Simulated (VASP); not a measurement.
# Ag: single point with PBE

Ag:

```xyz
1
Lattice="0.0000 2.0427 2.0427 2.0427 0.0000 2.0427 2.0427 2.0427 0.0000" Properties=species:S:1:pos:R:3 pbc="T T T"
Ag    0.0000    0.0000    0.0000
```

| Quantity | Value |
| --- | --- |
| Program | VASP 6.6.1 |
| Task | single point |
| Functional | PBE |
| Potentials or basis | VASP PAW PBE potentials, release 64 (Ag) |
| Cutoff | 520 eV |
| k mesh | 11 × 11 × 11 |
| Occupations | gaussian, width 0.012 eV |
| Spin | no spin polarisation |

| Property | Result |
| --- | --- |
| Pressure | 4.2 GPa |
| Band gap on the k mesh | none (metal or under the smearing width) |

Levels at points of the mesh, in eV from the Fermi level:
```
           k point  band 3  band 4  band 5  band 6  band 7  band 8  band 9
(0.00, 0.00, 0.00)   -5.10   -5.10   -4.07   -4.07   15.74   19.32   19.32
```

Wall time 8.5 s on 1 thread of Intel(R) Xeon(R) Platinum 8488C (Sapphire Rapids) (shared host), peak memory 0.13 GiB.
